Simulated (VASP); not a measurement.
# AlN (P6_3mc) in VASP: further runs, part 2 of 2

VASP 6.6.1. The steps go on from the part before.

### 4 Vibrations by finite differences, PBE

This run uses another cell than the first one, of 10.63 Å³/atom, 1.017 times its volume.

Contents of INCAR:

```
PREC     = Accurate       # precision mode
ENCUT    = 520            # plane-wave cutoff, eV
EDIFF    = 1E-8           # SCF threshold, eV
ISMEAR   = 0              # smearing method
SIGMA    = 0.02           # smearing width, eV
LREAL    = F              # projectors in reciprocal space
LASPH    = T              # aspherical terms in the spheres
NELM     = 80             # most SCF steps
ALGO     = Normal         # electronic algorithm
ISIF     = 3              # what is computed and relaxed
LWAVE    = F              # write WAVECAR
LCHARG   = F              # write CHGCAR
GGA      = PE             # functional
NBANDS   = 16             # bands
IBRION   = 6              # ionic algorithm
NFREE    = 2            
POTIM    = 0.015          # step
NSW      = 1              # ionic steps
KPAR     = 4
```

Contents of KPOINTS:

```
regular mesh
0
Gamma
  12 12 6
```

Contents of POSCAR:

```
AlN                                     
1.0
    3.1285727007      0.0000000000      0.0000000000
   -1.5642863504      2.7094234344      0.0000000000
    0.0000000000      0.0000000000      5.0164566756
  Al              N             
     2     2
Direct
     0.3333333300000021    0.6666666699999979    0.9992574419978411
     0.6666666699999979    0.3333333300000021    0.4992574419978411
     0.3333333300000021    0.6666666699999979    0.3807425580021615
     0.6666666699999979    0.3333333300000021    0.8807425580021615
```

Potentials or basis: VASP PAW PBE potentials, release 64 (Al, N).

Launch:

```
cat potpaw_PBE.64/Al/POTCAR potpaw_PBE.64/N/POTCAR > POTCAR
mpirun -np 4 vasp_std > vasp.out
```

OUTCAR:

```text
PREC = Accurate
   ENCUT = 520
   EDIFF = 1E-8
   ISMEAR = 0
   LREAL = F
   LASPH = T
   NELM = 80
   ISIF = 3
   GGA = PE
   IBRION = 6
   NFREE = 2
   POTIM = 0.015
   NSW = 1

 ion  position               nearest neighbor table
   1  0.333  0.667  0.999-   4 1.90   4 1.90   4 1.90   3 1.91   2 3.09   2 3.09   2 3.09   2 3.09
                             2 3.09   2 3.09
   2  0.667  0.333  0.499-   3 1.90   3 1.90   3 1.90   4 1.91   1 3.09   1 3.09   1 3.09   1 3.09
                             1 3.09   1 3.09
   3  0.333  0.667  0.381-   2 1.90   2 1.90   2 1.90   1 1.91
   4  0.667  0.333  0.881-   1 1.90   1 1.90   1 1.90   2 1.91

  LATTYP: Found a hexagonal cell.
 ALAT       =     3.1285727007
 C/A-ratio  =     1.6034329886

  Lattice vectors:

 A1 = (   3.1285727007,   0.0000000000,   0.0000000000)
 A2 = (  -1.5642863504,   2.7094234344,   0.0000000000)
 A3 = (   0.0000000000,   0.0000000000,   5.0164566756)

Analysis of symmetry for initial positions (statically):
=====================================================================
 Subroutine PRICEL returns:
 Original cell was already a primitive cell.

 Routine SETGRP: Setting up the symmetry group for a
 hexagonal supercell.

 Subroutine GETGRP returns: Found 12 space group operations
 (whereof  6 operations were pure point group operations)
 out of a pool of 24 trial point group operations.
[... 868 lines left out ...]
  FREE ENERGIE OF THE ION-ELECTRON SYSTEM (eV)
  ---------------------------------------------------
  free  energy   TOTEN  =       -29.7783581854 eV

  energy  without entropy=      -29.7783581854  energy(sigma->0) =      -29.77835819

 INTERNAL STRAIN TENSORS FROM STRAINED CELLS
 ============================================

 INTERNAL STRAIN TENSOR FOR ION    1 for displacements in x,y,z  (eV/Angst):
          X           Y           Z          XY          YZ          ZX
  --------------------------------------------------------------------------------
  x     0.00000    -0.00000    -0.00000    -8.20981     0.00000    -4.90819
  y    -8.23253     8.25781     0.00000     0.00001    -4.90275     0.00000
  z    -5.08016    -5.09024    11.27711    -0.00042    -0.00530    -0.00022

 INTERNAL STRAIN TENSORS FROM DISPLACED ATOMS
 ============================================

 INTERNAL STRAIN TENSOR FOR ION    1 for displacements in x,y,z  (eV/Angst):
          X           Y           Z          XY          YZ          ZX
  --------------------------------------------------------------------------------
  x     0.00000    -0.00000    -0.00000    -8.20161     0.00000    -4.90321
  y    -8.20161     8.20161     0.00000    -0.00000    -4.90321     0.00000
  z    -5.06575    -5.06575    11.21277     0.00000     0.00000     0.00000

 INTERNAL STRAIN TENSOR FOR ION    4 for displacements in x,y,z  (eV/Angst):
          X           Y           Z          XY          YZ          ZX
  --------------------------------------------------------------------------------
  x    -0.00000     0.00000    -0.00000     9.84540    -0.00000     4.90412
  y     9.84540    -9.84540     0.00000     0.00000     4.90412    -0.00000
  z     5.07258     5.07258   -11.22138    -0.00000     0.00000    -0.00000

 Eigenvectors and eigenvalues of the dynamical matrix
 ----------------------------------------------------

   1 f  =   21.199550 THz   133.200700 2PiTHz  707.140864 cm-1    87.674254 meV
             X         Y         Z           dx          dy          dz
     -0.000000  1.806282  5.012732     0.000000   -0.000000   -0.007918
      1.564286  0.903141  2.504503     0.000000   -0.000000    0.007918
     -0.000000  1.806282  1.909979    -0.000000    0.000000   -0.707062
      1.564286  0.903141  4.418207    -0.000000    0.000000    0.707062
[... 71 lines left out ...]
  12 f/i=    0.000891 THz     0.005600 2PiTHz    0.029731 cm-1     0.003686 meV
             X         Y         Z           dx          dy          dz
     -0.000000  1.806282  5.012732     0.012194    0.573632    0.000000
      1.564286  0.903141  2.504503     0.012194    0.573632    0.000000
     -0.000000  1.806282  1.909979     0.008783    0.413183    0.000000
      1.564286  0.903141  4.418207     0.008783    0.413183    0.000000

--------------------------------------------------------------------------------------------------------

 ELASTIC MODULI CONTR FROM IONIC RELAXATION (kBar)
 Direction    XX          YY          ZZ          XY          YZ          ZX
 --------------------------------------------------------------------------------
 XX        -637.1381    315.5329    355.8247      0.0000     -0.0000      0.0000
 YY         315.5329   -637.1381    355.8246      0.0000      0.0000     -0.0000
 ZZ         355.8247    355.8246   -787.3704     -0.0000      0.0000     -0.0000
 XY           0.0000      0.0000     -0.0000   -476.3355     -0.0000      0.0000
 YZ          -0.0000      0.0000      0.0000     -0.0000   -126.4540      0.0000
 ZX           0.0000     -0.0000     -0.0000      0.0000      0.0000   -126.4540
 --------------------------------------------------------------------------------

 TOTAL ELASTIC MODULI (kBar)
 Direction    XX          YY          ZZ          XY          YZ          ZX
 --------------------------------------------------------------------------------
 XX        3758.7808   1281.6298    976.1376     -0.0000     -0.0000      0.0000
 YY        1281.6298   3758.7808    976.1376     -0.0000      0.0000     -0.0000
 ZZ         976.1376    976.1376   3564.4587     -0.0000      0.0000     -0.0000
 XY          -0.0000     -0.0000     -0.0000   1238.5755     -0.0000      0.0000
 YZ          -0.0000      0.0000      0.0000     -0.0000   1123.3261     -0.0000
 ZX           0.0000     -0.0000     -0.0000      0.0000     -0.0000   1123.3261
 --------------------------------------------------------------------------------
```

Run time: 9.4 min. Hardware: 4 MPI ranks of AMD EPYC 7R13 (Zen 3), shared host; peak memory 0.49 GiB.

Results:

| Property | Result |
| --- | --- |
| Voigt bulk modulus | 195 GPa |
| Highest phonon frequency at Γ, LO-TO splitting left out | 707 cm⁻¹ |

Phonon frequencies in cm⁻¹ (negative: imaginary):
```csv
q point,frequencies
"(0.000, 0.000, 0.000)",0 0 0 237 237 536 596 638 638 650 650 707
```

Elastic tensor in Voigt notation (GPa, in the Cartesian axes of the cell as first typed):
```
376 128  98   0   0   0
128 376  98   0   0   0
 98  98 356   0   0   0
  0   0   0 112   0   0
  0   0   0   0 112   0
  0   0   0   0   0 124
```

Clamped-ion elastic tensor (GPa):
```
440  97  62   0   0   0
 97 440  62   0   0   0
 62  62 435   0   0   0
  0   0   0 125   0   0
  0   0   0   0 125   0
  0   0   0   0   0 171
```
